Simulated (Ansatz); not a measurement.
# GaP (F-43m) in Ansatz: settings compared, part 2 of 2

Ansatz 0.2.0. Earlier steps stand in the parts before.

### 4 Elastic constants, PBE

input.yaml reads:

```yaml
crystal:
  lattice:
    - [0.0, 2.72525, 2.72525]
    - [2.72525, 0.0, 2.72525]
    - [2.72525, 2.72525, 0.0]
  atoms:
    - { symbol: Ga, position: [0.0, 0.0, 0.0] }
    - { symbol: P, position: [0.75, 0.75, 0.75] }
kpoints:
  mp_grid: { grid: [6, 6, 6] }
scf:
  occupations: { method: fermi_dirac, width: 0.05 }
hamiltonian:
  xc: pbe
  pseudopotentials: { kind: all_electron, lapw: { basis_error: 0.002 } }
output:
  forces: true
  stress: true
elastic:
  mode: relaxed_ion
  stencil: two_point
```

Potentials or basis: all-electron LAPW, scalar-relativistic.

Run with:

```sh
$ ansatz run input.yaml --threads 1 --pin off --max-ram 3072MiB --backend cpu --events-out ev --progress --plain --runs-dir out
```

Output:

```text
Warning: RAYON_NUM_THREADS=1 ignored (pool sized by the plan → 1); use --threads N
LAPW: plane waves up to 8.507 Å⁻¹, error target 2.0e-3 eV per atom; small_component_spin mean_spin; P in spheres of 1.027 Å, 13 of its electrons in bands, Dirac shells []; Ga in spheres of 1.262 Å, 21 of its electrons in bands, Dirac shells [] (how accurate: hamiltonian.pseudopotentials.lapw.basis_error, Limitations)
Engine: ansatz 0.2.0, x86_64-unknown-linux-gnu
Pseudopotentials: kind: all_electron
Pseudopotential: Ga, LAPW, valence charge 21, lapw/all_electron/scalar/gaussian/Ga, Koelling and Harmon's equation, gaussian nucleus
Pseudopotential: P, LAPW, valence charge 13, lapw/all_electron/scalar/gaussian/P, Koelling and Harmon's equation, gaussian nucleus
Functional definition: PBE
  parameter kappa = 0.804
  parameter beta = 0.06672455060314922
  exchange = pbe_x(kappa = kappa, mu = beta*pi^2/3)
  correlation = pbe_c(beta = beta)
Crystal: 2 atoms, lattice volume = 40.481 Å³
Basis set: ecut = 275.71560951820595 eV, 411 PW (Γ), exchange–correlation at level 2
Bands: 21, of which v1, the nominal top of the filled ones, is band 17 counted from 1 (16 counted from 0)
Symmetry: 24 space group operations
Space group: F-43m (ITA 216), of the structure as read, at distance tolerance 3.4e-5 Å
k-points: 16 of 216 (time reversal used)
Non-local potential: Ga, projectors of the file, none
Non-local potential: P, projectors of the file, none
Initial density: superposition of atomic densities (chi_scale 0.1, normalization cell, long waves kept (reshape's long-wave potential 0.00 eV rms))
Initial wavefunctions: plane waves of lowest kinetic energy (no species holds an atomic orbital)
Functional: x = pbe(κ = 0.804, μ = 0.2195149727645171), c = pbe(β = 0.06672455060314922)
iter 1 solved again at ethr=2.55e-3 eV; its pass at ethr=1.00e-1 eV (dr2=8.66e-1 eV) is discarded
SCF iter   1: F=—  HF=-62209.928969 eV  |F-HF|=—  |Δ(HF+E_count)|=         —  Δρ=3.96e-2  dr2=8.68e-1  ethr=2.55e-3  ⟨swp⟩=2.0  Hψ=2263  notcnv=0
preconditioner: auto → none  [insulator: Δε(μ)=2.034 eV  Ē_g=15.009 eV  σ=0.050 eV  W_gap=1.00  n_scr=14 (ndim 8)  ℏωp=24.8 eV  f_vac=0.017  D(μ)=0.00/eV (n_scr^D=0)  ε∞_Penn≈3.7]
iter 2 solved again at ethr=2.45e-4 eV; its pass at ethr=2.55e-3 eV (dr2=8.32e-2 eV) is discarded
SCF iter   2: F=—  HF=-62209.683949 eV  |F-HF|=—  |Δ(HF+E_count)|=   2.45e-1  Δρ=1.58e-2  dr2=8.31e-2  ethr=2.45e-4  ⟨swp⟩=2.0  Hψ=1728  notcnv=0
SCF iter   3: F=—  HF=-62209.662277 eV  |F-HF|=—  |Δ(HF+E_count)|=   2.17e-2  Δρ=7.27e-3  dr2=1.63e-2  ethr=2.45e-4  ⟨swp⟩=2.0  Hψ=975  notcnv=0
SCF iter   4: F=—  HF=-62209.659108 eV  |F-HF|=—  |Δ(HF+E_count)|=         —  Δρ=2.06e-3  dr2=1.55e-3  ethr=4.78e-5  ⟨swp⟩=2.0  Hψ=919  notcnv=0
the basis was enlarged: its passes take 77.9 KiB over the memory plan, 1 of 1 planned eigensolver slots
SCF iter   5: F=—  HF=-62209.658444 eV  |F-HF|=—  |Δ(HF+E_count)|=   6.64e-4  Δρ=3.16e-4  dr2=2.67e-5  ethr=4.56e-6  ⟨swp⟩=2.1  Hψ=922  notcnv=0
SCF iter   6: F=—  HF=-62209.658487 eV  |F-HF|=—  |Δ(HF+E_count)|=   4.25e-5  Δρ=4.97e-5  dr2=6.71e-7  ethr=7.84e-8  ⟨swp⟩=3.0  Hψ=975  notcnv=0
SCF iter   7: F=—  HF=-62209.658488 eV  |F-HF|=—  |Δ(HF+E_count)|=   1.55e-6  Δρ=4.45e-6  dr2=1.09e-8  ethr=1.97e-9  ⟨swp⟩=3.0  Hψ=975  notcnv=0
SCF iter   8: F=—  HF=-62209.658488 eV  |F-HF|=—  |Δ(HF+E_count)|=   1.41e-8  Δρ=8.69e-7  dr2=2.12e-10  ethr=3.19e-11  ⟨swp⟩=3.0  Hψ=975  notcnv=0
SCF iter   9: F=—  HF=-62209.658488 eV  |F-HF|=—  |Δ(HF+E_count)|=  8.66e-10  Δρ=8.89e-8  dr2=2.66e-12  ethr=2.16e-12 (applied; sched 1.00e-12)  ⟨swp⟩=3.0  Hψ=964  notcnv=0
SCF iter  10: F=-62209.658488 eV  HF=-62209.658488 eV  |F-HF|=2.91e-11  |Δ(HF+E_count)|=  1.38e-10  Δρ=8.23e-9  dr2=3.00e-14  ethr=2.01e-12 (applied; sched 1.00e-12)  ⟨swp⟩=2.0  Hψ=911  notcnv=0
[... 96 lines left out ...]
SCF iter   6: F=-62209.658453 eV  HF=-62209.658453 eV  |F-HF|=3.64e-11  |Δ(HF+E_count)|=  1.24e-10  Δρ=1.54e-8  dr2=5.30e-14  ethr=2.01e-12 (applied; sched 1.00e-12)  ⟨swp⟩=2.0  Hψ=2621  notcnv=0
SCF 9 converged in 6 iterations: F = -62209.658453 eV  dr2 = 5.30e-14
relax step   2: F+E_penalty+E_count = -62209.65845348 eV  Δ(F+E_penalty+E_count) = -1.207e-5 eV  max|allowed force component| = 4.807e-7 eV/Å  Δτ_max = 0.0008 Å  (6 SCF iters, accepted)
iter 1 solved again at ethr=1.00e-12 eV; its pass at ethr=1.00e-1 eV (dr2=5.30e-14 eV) is discarded
SCF iter   1: F=—  HF=-62209.658453 eV  |F-HF|=—  |Δ(HF+E_count)|=         —  Δρ=1.58e-8  dr2=5.73e-14  ethr=2.37e-12 (applied; sched 1.00e-12)  ⟨swp⟩=6.9  Hψ=4803  notcnv=0
SCF iter   2: F=-62209.658453 eV  HF=-62209.658453 eV  |F-HF|=5.82e-11  |Δ(HF+E_count)|=   3.06e-9  Δρ=8.16e-9  dr2=1.48e-14  ethr=2.01e-12 (applied; sched 1.00e-12)  ⟨swp⟩=2.0  Hψ=2621  notcnv=0
SCF 10 converged in 2 iterations: F = -62209.658453 eV  dr2 = 1.48e-14
SCF converged after 10 iterations
Free energy (F): -62209.658488 eV
Harris-Foulkes:  -62209.658488 eV  (|F-HF|=2.91e-11)
Internal energy: -62209.658488 eV  (E = F + TS)
E sigma→0 (E₀):  -62209.658488 eV
Fermi energy:    9.342595 eV
--- Per-component energies (eV) ---
  E_band       = -1791.366706
  E_kinetic    = 63284.591596
  E_xc         = -2691.917800
  E_electrostatic = -122802.332284  (all electrons and nuclei)
  E_smearing   = -0.000000  (= −TS)
  E_closure    = 0.000000  (closes the sum)
  E_atoms      = -62200.568823  (free atoms, spherical and without spin; not in F)
  Σ components = -62209.658488   (vs F -62209.658488, Δ=0.00e0)
  Basis errors (estimates in eV, not in F): energy 8.8e-4 per atom: plane waves 7.8e-4 (4.7e-4 summed), levels above the bands 2.4e-60, relativity 2.5e-8, radial functions 9.1e-5, core shells 8.6e-11; eigenvalues (radial functions only) 1.1e-6; not estimated: angular momenta, meshes, grids; target (lapw.basis_error) 2.0e-3; muffin-tin radii P 1.027 Å, Ga 1.262 Å
--- Forces (eV/Å), atoms counted from 1 ---
  atom   1  Ga     0.00000000    -0.00000000    -0.00000000
  atom   2  P     -0.00000000     0.00000000    -0.00000000
  max |Σ_I F_I| component: 2.20e-17 eV/Å
--- Stress (GPa, compression-positive) ---
        2.515721      -0.000000      -0.000000
       -0.000000       2.515721       0.000000
       -0.000000       0.000000       2.515721
  P = ⅓ Tr σ = 2.5157 GPa (25.157 kbar)
--- Band table (eV; the first three rows and the last of 16) ---
  k-point 0: bands = ["-159.1998", "-134.8011", "-109.6743", "-109.6743", "-109.6743", "-85.5326", "-85.5326", "-85.5326", "-5.9966", "-5.9966", "-5.9966", "-5.8978", "-5.8978", "-3.9574", "8.5357", "8.5357", "8.5357", "10.3648", "12.4200", "12.4200", "12.4200"]
  k-point 1: bands = ["-159.1998", "-134.8011", "-109.6743", "-109.6743", "-109.6743", "-85.5326", "-85.5326", "-85.5326", "-6.0199", "-5.9887", "-5.9887", "-5.8976", "-5.8976", "-3.6009", "6.1492", "8.1648", "8.1648", "10.9512", "12.9683", "12.9683", "13.5628"]
  k-point 2: bands = ["-159.1998", "-134.8011", "-109.6743", "-109.6743", "-109.6743", "-85.5326", "-85.5326", "-85.5326", "-6.0607", "-5.9761", "-5.9761", "-5.8941", "-5.8941", "-2.6530", "3.3288", "7.6290", "7.6290", "10.4359", "13.3448", "13.3448", "16.1348"]
  k-point 15: bands = ["-159.1998", "-134.8011", "-109.6744", "-109.6743", "-109.6743", "-85.5326", "-85.5326", "-85.5326", "-6.1015", "-5.9505", "-5.9366", "-5.9180", "-5.8846", "-0.9208", "1.9297", "5.1608", "5.2732", "12.0129", "12.1837", "16.0848", "16.1084"]
--- Elastic constants: 2 strain directions × 2 members + reference (group order 24) ---
  dense FFT box of the reference and of every strained cell: 24×24×24
  strains applied: 11, 23; error gains: componentwise 1.00 (the most a stress slope's error grows in a printed constant), spectral 1.73 (1 for all six strains in a standard setting)
  C = ∂σ_k/∂η_j (tension-positive GPa; Voigt order 11 22 33 23 13 12):
       137.433     63.484     63.484     -0.000      0.000      0.000
        63.484    137.433     63.484     -0.000     -0.000      0.000
        63.484     63.484    137.433     -0.000      0.000     -0.000
         0.000     -0.000      0.000     67.361      0.000     -0.000
        -0.000     -0.000     -0.000      0.000     67.361     -0.000
        -0.000      0.000     -0.000      0.000     -0.000     67.361
  reference stress σ⁰ (GPa):     -2.516     -2.516     -2.516     -0.000      0.000      0.000
  no Pulay correction (none for the plane-wave cutoff is built on LAPW): the batch's stresses and constants are at fixed plane waves
  C* (energy form; C + prestress term) asymmetry max|C*_kj − C*_jk| = 1.421e-14 GPa — a small one proves nothing (zero by symmetry where the batch's group is 432, −43m or m−3m); a large one is finite-difference/SCF noise where every solve meets its electron count
  moduli (Voigt/Reuss/Hill, GPa): K = 88.13/88.13/88.13   G = 55.21/50.70/52.95   E = 132.35   ν = 0.250
  mechanically stable: yes (min eigenvalue of sym C = 67.36 GPa)
  where every solve meets its electron count the energy-path curvature estimates C_jj along a normal strain and C_jj − ¼(σ⁰_aa + σ⁰_bb) along a shear (ab), closely only under elastic.basis: deformed
  strain η (Voigt 11):  stress-route row diagonal C_11 = 137.43 GPa, energy-path curvature d²(F+E_count)/dδ²/Ω₀ = 137.43 GPa
         δ    σ_11 (GPa)             F (eV)   n_scf  n_hpsi   n_pw
    -2.000e-3      -2.7912      -62209.6571473       8   19581    444   relax 0 steps, max|allowed force component| 1.39e-17 eV/Å
     2.000e-3      -2.2415      -62209.6596901       8   19506    444   relax 0 steps, max|allowed force component| 1.39e-17 eV/Å
  strain η (Voigt 23):  stress-route row diagonal C_44 = 67.36 GPa, energy-path curvature d²(F+E_count)/dδ²/Ω₀ = 68.62 GPa
         δ    σ_23 (GPa)             F (eV)   n_scf  n_hpsi   n_pw
    -2.000e-3      -0.1347      -62209.6584535       2    7702    444   relax 3 steps, max|allowed force component| 5.59e-8 eV/Å
     2.000e-3       0.1347      -62209.6584535       2    7714    444   relax 2 steps, max|allowed force component| 4.81e-7 eV/Å
```

elastic_members.tsv:

```text
# convention: tension-positive GPa; Voigt order 11 22 33 23 13 12; engineering shear strains; stresses and constants hold the Pulay correction, whose part of sigma0, of c and of each member's stress the lines and columns named pulay_correction_..._gpa give (of c_energy it is that of c and, on the columns of strains 1 to 3, that of sigma0; of a layer's constants it is that of c in the plane, times a tenth of its plane spacing in ang); where a line pulay_correction_withheld stands none holds it
[... 11 lines left out ...]
3	2.0000000000e-3	-2.5156765499e0	-2.5159193910e0	-2.5159193910e0	1.3472309032e-1	5.4524893675e-16	1.6746254869e-16	-6.2209658453e4	-6.2209658453e4	2	7714	444	2	4.8071355866e-7	0.0000000000e0	nan	nan	nan	nan	nan	nan	nan	0.0000000000e0
```

Wall time 2.5 min (1 thread of Intel Xeon at 2.50GHz (Skylake/Cascade Lake), shared host); peak memory 0.33 GiB.

Results:

```
Free energy                     : -62209.6585 eV
Pressure                        : 2.5 GPa
Band gap on the k mesh          : 1.65 eV, indirect (least direct gap 1.83 eV)
Elastic constants C11, C12, C44 : 137, 63, 67 GPa
Voigt bulk modulus              : 88 GPa
```

Elastic tensor in Voigt notation (GPa, in the Cartesian axes of the cell as first typed):
```
137  63  63   0   0   0
 63 137  63   0   0   0
 63  63 137   0   0   0
  0   0   0  67   0   0
  0   0   0   0  67   0
  0   0   0   0   0  67
```

### 5 Summary

| task | level | potentials or basis | k mesh | cutoff (eV) | phonons | basis error allowed | gap on the mesh (eV) |
| --- | --- | --- | --- | --- | --- | --- | --- |
| phonons | PBE | all-electron LAPW, scalar-relativistic | 8 × 8 × 8 | 276 | - | 0.002 eV/atom | 1.64 |
| phonons | PBEsol | all-electron PAW datasets made for the crystal | 8 × 8 × 8 | 270 | method dfpt | - | 1.52 |
| elastic constants | PBE | all-electron LAPW, scalar-relativistic | 6 × 6 × 6 | 276 | - | 0.002 eV/atom | 1.65 |

Alike in all rows: no spin polarisation; cell as given; smearing fermi-dirac 0.05 eV.

Caveats: the program warned that the printed levels may be off, so bands, gaps and densities of states are rough (some runs).

Compare energies only between runs with the same functional and basis.

### 6 How close it comes

Step 2. Against the measured gap of GaP, 2.34 eV (indirect; 10 K; quoted in “Stacking defects in GaP nanowires: Electronic structure and optical properties”, 2018, arxiv:1810.01194), the calculated 1.64 eV is off by -0.70 eV. Spin-orbit coupling on Ga is left out. The value is that of PBE on a finite k mesh, which can miss the band edges, without temperature or zero-point motion. Semilocal functionals fall short of measured gaps as a rule.

Step 3. A measured gap of GaP is 2.34 eV (indirect; 10 K; quoted in “Stacking defects in GaP nanowires: Electronic structure and optical properties”, 2018, arxiv:1810.01194); the calculated 1.52 eV misses it by -0.82 eV. Spin-orbit coupling on Ga is left out. The value is that of PBEsol on a finite k mesh, which can miss the band edges, without temperature or zero-point motion. Semilocal functionals fall short of measured gaps as a rule.

Step 4. Measured gap of GaP: 2.34 eV (indirect; 10 K; quoted in “Stacking defects in GaP nanowires: Electronic structure and optical properties”, 2018, arxiv:1810.01194). This calculation gives 1.65 eV (-0.69 eV). Spin-orbit coupling on Ga is left out. The value is that of PBE on a finite k mesh, which can miss the band edges, without temperature or zero-point motion. Semilocal functionals fall short of measured gaps as a rule.
